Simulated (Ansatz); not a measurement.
# Pd under changes of volume

One of the cells (14.750 Å³/atom); the others are scaled copies at fixed shape and fractional positions:

```
Pd
1.0
     0.00000    1.94650    1.94650
     1.94650    0.00000    1.94650
     1.94650    1.94650    0.00000
Pd
1
Direct
  0.00000 0.00000 0.00000
```

* Program: Ansatz 0.2.0
* Functional: RPBE
* Dispersion: D4
* Potentials or basis: Ansatz PAW
* Cutoff: 420 eV (not typed: the program's choice for these potentials)
* k mesh: 12 × 12 × 12
* Occupations: fermi-dirac, width 0.05 eV
* Spin: no spin polarisation

```csv
volume (Å³/atom),energy over the lowest point (meV/atom),pressure (GPa)
13.865,45.70,15.8
14.160,?,?
14.455,6.94,6.0
14.750,0.00,1.9
15.045,0.06,-1.7
15.340,6.31,-4.8
15.635,18.01,-7.6
```

What does the run at 14.160 Å³/atom give?

Energy over the lowest point 21.81 meV/atom; pressure 10.6 GPa.

Worked out: A Birch-Murnaghan fit of order 3 (a polynomial in V^(-2/3)) to the other rows has its minimum at 14.89 Å³/atom with B0 = V·E''(V) = 181 GPa and B' = 5.3. It gives 21.82 meV/atom at 14.160 Å³/atom, against the run's 21.81, and -dE/dV = 10.4 GPa, against 10.6.

Energies are extrapolated to zero smearing.

Caveats: pairwise dispersion overbinds metals, which lowers pressure and volume; the PAW data sets come from PBE, with cores solved anew for the run's functional, which leaves a small shift of forces and pressure.
